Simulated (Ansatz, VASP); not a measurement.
## Al27BN27 (start site: B_i (void)) in two plane-wave programs

Wanted: the spread between two codes on one cell, functional and k mesh. Of the first pair: The structure shown is the start of the Ansatz relaxation below; VASP solves that cell, so the two are compared at the walk's first step.

Main program and level: Ansatz 0.2.0; plane waves, with VASP 6.6.1 beside it; r2SCAN.

## Step 1: Set-up

The cell holds 55 atoms: 27 Al, 27 N and 1 B. Its edges and angles: a = 9.269 Å, b = 9.269 Å, c = 9.269 Å, α = 60.0°, β = 60.0°, γ = 60.0°. It derives from AlN (AlN (F-43m)). Nearest the centre at fractional (0.167, 0.833, 0.833): B55 at 0.05 Å, N34 at 1.85 Å, N30 at 1.87 Å, N45 at 1.87 Å, N36 at 1.93 Å, Al18 at 2.17 Å, Al16 at 2.20 Å, Al3 at 2.21 Å. The cell carries charge +1.

As a file:

```xyz
55
Lattice="0.0000 6.5542 6.5542 6.5542 0.0000 6.5542 6.5542 6.5542 0.0000" Properties=species:S:1:pos:R:3 pbc="T T T"
Al    0.0429    6.5789    6.5472
Al    8.7086    2.2218    6.5399
Al    4.3920   10.9012    6.5928
Al    8.7131   13.0696    8.7208
Al    4.4140    8.7284    8.7187
Al    6.5524    4.4095    2.2146
Al    4.3801    6.5669   10.8765
Al    6.5099    2.1706    4.3510
Al    8.7869   10.9139   10.9134
Al   13.0635    8.7192    8.7291
Al    8.7740    4.3784    8.7044
Al    4.3988    6.5539    2.2252
Al    2.1770    2.1821    4.3201
Al    4.3428    4.3293    4.3828
Al    6.5326    6.5457    4.4137
Al    4.3441    2.1945    6.5122
Al    6.5515    4.4194    6.5559
Al    8.7524    6.5497    6.5063
Al    6.5249    4.3902   10.8888
Al    8.7114    6.5726   10.9611
Al   10.9095    8.7166   10.8812
Al    8.7717   10.8894    6.5701
Al    4.3722    6.5693    6.6018
Al    6.5341    8.7037    6.5249
Al   10.9539   10.8928    8.7640
Al    6.5287    6.5819    8.7718
Al    8.7192    8.6998    8.7629
N     1.1248    1.0611    1.0706
N     3.3094    3.2788    1.1305
N     5.4461    5.5048    1.1124
N     3.2799    1.0983    3.3267
N     5.4463    3.2530    3.2361
N     7.6811    5.4846    3.2490
N     5.4132    1.0842    5.4699
N     7.6926    3.2914    5.4486
N     9.7837    5.4467    5.4585
N     1.0731    3.3223    3.2862
N     3.3252    5.4716    3.2865
N     5.4777    7.6240    3.3188
N     3.3191    3.2936    5.4403
N     5.4684    5.4167    5.4824
N     7.6097    7.6290    5.4330
N     5.4767    3.2298    7.6531
N     7.6013    5.4723    7.6282
N     9.8779    7.6388    7.6629
N     1.1162    5.4877    5.4263
N     3.2785    7.6907    5.4853
N     5.4765    9.8320    5.5096
N     3.3246    5.4560    7.6319
N     5.4399    7.6047    7.6301
N     7.6258    9.8116    7.6876
N     5.4128    5.4654    9.8223
N     7.6507    7.5988    9.8169
N     9.8448    9.8213    9.7842
B    10.9663    6.5512    6.5801
```

## Step 2: Ansatz: relaxation, r2SCAN

Ansatz runs on its PAW soft_1 files.

The two programs are compared at the cell with which this relaxation starts, whose forces are those of its first step.

The input, input.yaml:

```yaml
crystal:
  lattice:
    - [0.0, 2.18472995, 2.18472995]
    - [2.18472995, 0.0, 2.18472995]
    - [2.18472995, 2.18472995, 0.0]
  atoms:
    - { symbol: Al, position: [0.0, 0.0, 0.0] }
    - { symbol: "N", position: [0.25, 0.25, 0.25] }
  supercell: [3, 3, 3]
  defects:
    - { interstitial: { symbol: B, position: [0.166667, 0.833333, 0.833333] } }
total_charge: 1
basis:
  ecutwfc: 500
  xc_grid: 2
hamiltonian:
  xc: r2scan
  pseudopotentials: { kind: paw, azcp: { folder: soft_1 } }
kpoints:
  mp_grid: { grid: [1, 1, 1], shift: [0.25, 0.25, 0.25] }
scf:
  occupations: { method: fixed }
  max_iter: 60
output:
  forces: true
  charged_corrections: { epsilon: 4.64, static_epsilon: 8.51 }
relax:
  f_tol: 0.02
  max_steps: 80
  random_displacement: { amplitude: 0.05, seed: 1116 }
checkpoint:
  write: "../qp1.relax.run"
  compress: false
  write_wavefunctions: true
  write_every: 100000
```

Run with:

```bash
ansatz run input.yaml --threads 4 --pin off --max-ram 7536MiB --backend cpu --events-out ev --progress --plain --runs-dir out
```

Numbers of over 12 decimals in the logs are rounded to 6 here.

Output:

```text
Engine: ansatz 0.2.0, aarch64-unknown-linux-gnu
Pseudopotentials: kind: paw
Pseudopotential: Al, paw, valence charge 3, recommended cutoff 500 eV (meta_gga), soft_1/Al.paw.azcp
Pseudopotential: N, paw, valence charge 5, recommended cutoff 500 eV (meta_gga), soft_1/N.paw.azcp
Pseudopotential: B, paw, valence charge 3, recommended cutoff 500 eV (meta_gga), soft_1/B.paw.azcp
Functional definition: r2SCAN
  parameter k0 = 0.174
  parameter k1 = 0.065
  parameter a1 = 4.9479
  exchange = r2scan_x(k0 = k0, k1 = k1, a1 = a1)
  correlation = r2scan_c
Crystal: 55 atoms, lattice volume = 563.102 Å³
Basis set: ecut = 500 eV, 14331 PW (Γ), exchange–correlation on 144×144×144 points (8 copies of the dense FFT grid, shifted against one another)
Bands: 164, of which v1, the nominal top of the filled ones, is band 109 counted from 1 (108 counted from 0)
Symmetry: 1 space group operations
k-points: 1
Non-local potential: Al, projectors of the file, l = 0: 2, l = 1: 2, l = 2: 1
Non-local potential: N, projectors of the file, l = 0: 2, l = 1: 2, l = 2: 1
Non-local potential: B, projectors of the file, l = 0: 2, l = 1: 2, l = 2: 1
PAW form: soft (Blöchl's): semilocal exchange-correlation on the pseudo side does not see the compensation charge
PAW frozen core: Al, regenerated for the run's functional (the file was generated under x = pbe(κ = 0.804, μ = 0.219515), c = pbe(β = 0.066725))
PAW frozen core: N, regenerated for the run's functional (the file was generated under x = pbe(κ = 0.804, μ = 0.219515), c = pbe(β = 0.066725))
PAW frozen core: B, regenerated for the run's functional (the file was generated under x = pbe(κ = 0.804, μ = 0.219515), c = pbe(β = 0.066725))
PAW one-centre angular grid: Al, 302 points (default); XC on 160 Gauss nodes
PAW one-centre angular grid: N, 302 points (default); XC on 160 Gauss nodes
PAW one-centre angular grid: B, 302 points (default); XC on 223 of its mesh's 2233 points in the sphere
Initial density: superposition of atomic densities (chi_scale 0.1, normalization cell, long waves kept (reshape's long-wave potential 0.07 eV rms))
Initial wavefunctions: pseudopotential atomic-orbital guess
Functional: x = r2scan, c = r2scan; τ floored in thin density (d = 2e-4 eV/Å³)
SCF iter   1: F=—  HF=-25251.272595 eV  |F-HF|=—  |Δ(HF+E_count)|=         —  Δρ=1.40e-1  dr2=1.36e2  dr2_τ=1.53e1  ethr=3.10e-3  ⟨swp⟩=4.0  Hψ=540  notcnv=0  defer=52
preconditioner: auto → Resta (q_TF=auto, 2.329 Å⁻¹)  ε∞=3.3  [insulator: Δε(μ)=0.771 eV  Ē_g=15.204 eV  n_scr=112 (ndim 8)  ℏωp=23.1 eV  f_vac=0.000  ε∞_Penn≈3.3]
SCF iter   2: F=—  HF=-25217.269555 eV  |F-HF|=—  |Δ(HF+E_count)|=    3.40e1  Δρ=4.88e-2  dr2=9.98e0  dr2_τ=3.10e0  ethr=3.10e-3  ⟨swp⟩=3.0  Hψ=326  notcnv=0  defer=52
SCF iter   3: F=—  HF=-25219.940327 eV  |F-HF|=—  |Δ(HF+E_count)|=    2.67e0  Δρ=3.01e-2  dr2=4.82e0  dr2_τ=2.76e-1  ethr=3.10e-3  ⟨swp⟩=3.0  Hψ=284  notcnv=0  defer=52
SCF iter   4: F=—  HF=-25220.699315 eV  |F-HF|=—  |Δ(HF+E_count)|=   7.59e-1  Δρ=2.65e-2  dr2=6.13e0  dr2_τ=3.64e-1  ethr=2.21e-3  ⟨swp⟩=3.0  Hψ=214  notcnv=0  defer=52
SCF iter   5: F=—  HF=-25219.948391 eV  |F-HF|=—  |Δ(HF+E_count)|=   7.51e-1  Δρ=6.07e-3  dr2=2.71e-1  dr2_τ=1.31e-2  ethr=2.21e-3  ⟨swp⟩=2.0  Hψ=176  notcnv=0  defer=52
SCF iter   6: F=—  HF=-25219.938750 eV  |F-HF|=—  |Δ(HF+E_count)|=   9.64e-3  Δρ=2.68e-3  dr2=5.52e-2  dr2_τ=1.63e-3  ethr=1.24e-4  ⟨swp⟩=3.0  Hψ=199  notcnv=0  defer=53
SCF iter   7: F=—  HF=-25219.939989 eV  |F-HF|=—  |Δ(HF+E_count)|=   1.24e-3  Δρ=1.64e-3  dr2=2.12e-2  dr2_τ=1.12e-3  ethr=2.53e-5  ⟨swp⟩=2.0  Hψ=200  notcnv=0  defer=53
SCF iter   8: F=—  HF=-25219.940406 eV  |F-HF|=—  |Δ(HF+E_count)|=   4.17e-4  Δρ=1.82e-3  dr2=2.94e-2  dr2_τ=6.63e-4  ethr=9.74e-6  ⟨swp⟩=2.0  Hψ=225  notcnv=0  defer=53
SCF iter   9: F=—  HF=-25219.939019 eV  |F-HF|=—  |Δ(HF+E_count)|=   1.39e-3  Δρ=7.00e-4  dr2=4.24e-3  dr2_τ=8.44e-5  ethr=9.74e-6  ⟨swp⟩=2.0  Hψ=119  notcnv=0  defer=53
SCF iter  10: F=—  HF=-25219.938737 eV  |F-HF|=—  |Δ(HF+E_count)|=   2.82e-4  Δρ=4.85e-4  dr2=2.13e-3  dr2_τ=5.61e-5  ethr=1.94e-6  ⟨swp⟩=2.0  Hψ=166  notcnv=0  defer=53
SCF iter  11: F=—  HF=-25219.938652 eV  |F-HF|=—  |Δ(HF+E_count)|=   8.42e-5  Δρ=2.87e-4  dr2=7.53e-4  dr2_τ=5.87e-6  ethr=9.77e-7  ⟨swp⟩=1.0  Hψ=116  notcnv=0  defer=53
SCF iter  12: F=-25219.938613 eV  HF=-25219.938616 eV  |F-HF|=2.92e-6  |Δ(HF+E_count)|=   3.68e-5  Δρ=2.75e-5  dr2=6.07e-6  dr2_τ=5.08e-7  ethr=4.59e-9  ⟨swp⟩=3.0  Hψ=476  notcnv=0
SCF 1 converged in 12 iterations: F = -25219.938613 eV  dr2 = 6.07e-6
  greatest PAW one-centre occupation: 0.820 electrons in one spin orbital (limit 2), on the N atom at site 13 (counted from 0), in its partial waves of l = 0
[...]
atom  20  N      0.00184318    -0.00143766    -0.00125888
  atom  21  Al    -0.00405946    -0.00048626     0.00352098
  atom  22  N      0.00114949    -0.00019935    -0.00002940
  atom  23  Al     0.00308716     0.00085534    -0.00059491
  atom  24  N     -0.00184455    -0.00080315     0.00125516
  atom  25  Al    -0.00386137     0.00161919    -0.00140139
  atom  26  N      0.00120822     0.00134200     0.00009012
  atom  27  Al    -0.00009523    -0.00033551     0.00084891
  atom  28  N     -0.00194206     0.00031162     0.00041949
  atom  29  Al     0.00120354     0.00067967    -0.00182389
  atom  30  N     -0.00099455     0.00015242     0.00124878
  atom  31  Al     0.00116160    -0.00186161    -0.00032173
  atom  32  N     -0.00020245     0.00173325    -0.00042240
  atom  33  Al     0.00015154    -0.00102185     0.00033909
  atom  34  N     -0.00090012     0.00125235     0.00023326
  atom  35  Al    -0.00193531    -0.00084858    -0.00253452
  atom  36  N      0.00328419    -0.00097710    -0.00156247
  atom  37  Al     0.00261239     0.00298828     0.00673852
  atom  38  N      0.00680674     0.00158187     0.00185807
  atom  39  Al    -0.00430542    -0.00109004     0.00368101
  atom  40  N     -0.00123933    -0.00091254     0.00034505
  atom  41  Al     0.00121748    -0.00078403    -0.00053050
  atom  42  N      0.00105578    -0.00025236    -0.00054737
  atom  43  Al    -0.00446297     0.00318981    -0.00134879
[...]
atom  48  N      0.00126897    -0.00038548     0.00029619
  atom  49  Al    -0.00110367    -0.00053403    -0.00113621
  atom  50  N      0.00013104     0.00077491     0.00211835
  atom  51  Al     0.00152105     0.00123607    -0.00049062
  atom  52  N      0.00039260     0.00012149    -0.00134275
  atom  53  Al    -0.00222227     0.00058444     0.00029138
  atom  54  N     -0.00006436    -0.00069047    -0.00143784
  atom  55  B      0.00749029    -0.00014382    -0.00062236
  max |Σ_I F_I| component: 1.35e-2 eV/Å
--- Charged-cell corrections in eV (Makov–Payne, q = +1.000 e, ε = 8.510) ---
  F (periodic)     = -25224.958962  (uncorrected; the corrections below are reported, never added to it)
  E_corr1          = +0.295917  (monopole, q²α_M/2εL)
  F Makov-Payne    = -25224.663046  (F + E_corr1; no measured alignment; for a localised charge, not one spread in a band: unchecked)
  no potential alignment in this run, which stands beside a crystal: run the host's input off ansatz write-host-input, and read the two finished runs by ansatz place-levels (neither reads a slab, a wire or a sheet, whose cell leaves a vacuum)
--- Band table (eV) ---
  k-point 0: bands = [... 105 lower, 6.6437, 6.8881, 6.8983, 9.0103, 11.0939, 11.8023, 12.0154, 12.0557, ... 51 higher]
--- Relaxed structure (23 steps of the walk, 22 accepted, 0 SCFs on fresh bases) ---
  F+E_penalty+E_count = -25224.95896248 eV   max|allowed force component| = 7.625e-3 eV/Å
  atoms:
    - { symbol: Al, position: [-0.017704, 0.036018, 0.035608] }
    - { symbol: N, position: [0.093174, 0.096029, 0.095617] }
    - { symbol: Al, position: [0.00270401, -0.00109925, 0.342900] }
    - { symbol: N, position: [0.085900, 0.081516, 0.425025] }
    - { symbol: Al, position: [-0.011819, -0.017241, 0.670891] }
    - { symbol: N, position: [0.088099, 0.059567, 0.776982] }
    - { symbol: Al, position: [0.00269342, 0.343305, -0.00149035] }
    - { symbol: N, position: [0.085894, 0.425432, 0.081126] }
    - { symbol: Al, position: [0.00104695, 0.332737, 0.332361] }
    - { symbol: N, position: [0.084187, 0.416219, 0.415835] }
    - { symbol: Al, position: [-0.000650414, 0.326709, 0.666713] }
    - { symbol: N, position: [0.085371, 0.405487, 0.749557] }
    - { symbol: Al, position: [-0.011860, 0.671302, -0.017651] }
    - { symbol: N, position: [0.088112, 0.777396, 0.059170] }
    - { symbol: Al, position: [-0.000643133, 0.667105, 0.326309] }
    - { symbol: N, position: [0.085375, 0.749954, 0.405079] }
    - { symbol: Al, position: [0.0032371, 0.655439, 0.655023] }
    - { symbol: N, position: [0.096945, 0.730530, 0.730127] }
    - { symbol: Al, position: [0.344117, 0.00171743, 0.00132325] }
    - { symbol: N, position: [0.428396, 0.084099, 0.083714] }
    - { symbol: Al, position: [0.337669, -0.00135925, 0.333416] }
    - { symbol: N, position: [0.413738, 0.083749, 0.422957] }
    - { symbol: Al, position: [0.342928, -0.00761161, 0.669625] }
    - { symbol: N, position: [0.418555, 0.079918, 0.752470] }
    - { symbol: Al, position: [0.337673, 0.333806, -0.00173974] }
    - { symbol: N, position: [0.413729, 0.423356, 0.083363] }
    - { symbol: Al, position: [0.334363, 0.333733, 0.333355] }
    - { symbol: N, position: [0.418924, 0.415996, 0.415610] }
    - { symbol: Al, position: [0.336436, 0.329528, 0.665459] }
    - { symbol: N, position: [0.419838, 0.411740, 0.749138] }
    - { symbol: Al, position: [0.342929, 0.670026, -0.00800411] }
    - { symbol: N, position: [0.418554, 0.752864, 0.079518] }
    - { symbol: Al, position: [0.336437, 0.665849, 0.329129] }
    - { symbol: N, position: [0.419837, 0.749522, 0.411347] }
    - { symbol: Al, position: [0.340879, 0.658550, 0.658152] }
    - { symbol: N, position: [0.421322, 0.744887, 0.744486] }
    - { symbol: Al, position: [0.688919, -0.00680185, -0.00715737] }
    - { symbol: N, position: [0.745401, 0.092209, 0.091826] }
    - { symbol: Al, position: [0.662441, -0.000458295, 0.338874] }
    - { symbol: N, position: [0.753488, 0.080797, 0.416017] }
    - { symbol: Al, position: [0.666258, -0.00361261, 0.665237] }
    - { symbol: N, position: [0.745135, 0.083970, 0.744225] }
    - { symbol: Al, position: [0.662435, 0.339260, -0.000839847] }
    - { symbol: N, position: [0.753476, 0.416401, 0.080421] }
    - { symbol: Al, position: [0.668827, 0.331893, 0.331523] }
    - { symbol: N, position: [0.752659, 0.414611, 0.414233] }
    - { symbol: Al, position: [0.667301, 0.329221, 0.663127] }
    - { symbol: N, position: [0.752286, 0.409916, 0.748924] }
    - { symbol: Al, position: [0.666243, 0.665626, -0.00400258] }
    - { symbol: N, position: [0.745099, 0.744603, 0.083599] }
    - { symbol: Al, position: [0.667297, 0.663509, 0.328838] }
    - { symbol: N, position: [0.752293, 0.749314, 0.409519] }
    - { symbol: Al, position: [0.671093, 0.660903, 0.660505] }
    - { symbol: N, position: [0.753208, 0.745044, 0.744645] }
    - { symbol: B, position: [0.033925, 0.898090, 0.897719] }
```

(Continued in part 2 of 3.)

[Lines on the potential files, build, host, timing and source positions are cut from VASP's logs without a mark.]

[Logs are printed without paths, hosts, clocks, repeated set-up lines and the standing remarks that a program may print on its own settings, such as how far it seeks lower states.]

[Hosts, paths, dates, database ids (printed as entryN), source tags and the programs' standing remarks are cut or masked in the printed files.]
